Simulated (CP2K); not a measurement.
Pd in CP2K: the effect of dispersion

Pd:

```
Pd
1.0
     2.75277    0.00000    0.00000
     1.37638    2.38397    0.00000
     1.37638    0.79466    2.24762
Pd
1
Direct
  0.00000 0.00000 0.00000
```

Alike in all runs:

```yaml
Program: CP2K 2026.2
Task: single point
Functional: PBE
Potentials_or_basis: POTENTIAL_UZH Pd GTH-PBE-q18; TZVP-MOLOPT-PBE-GTH basis
Density_cutoff: 6803 eV
k_mesh: 12 × 12 × 12
Occupations: fermi-dirac, width 0.05 eV
Spin: no spin polarisation
```

```csv
dispersion,pressure (GPa)
none,9.0
D2,1.4
D3,1.1
D3(BJ),1.4
D4,3.9
rVV10,5.9
D3(BJ)+ATM,?
```

**Question.** What does the run with dispersion D3(BJ)+ATM give?

**Answer.** Pressure 2.7 GPa.

Caveats: the basis of atomic orbitals isn't converged, which shifts pressures, moduli and gaps; pairwise dispersion overbinds metals, which lowers pressure and volume (some runs).
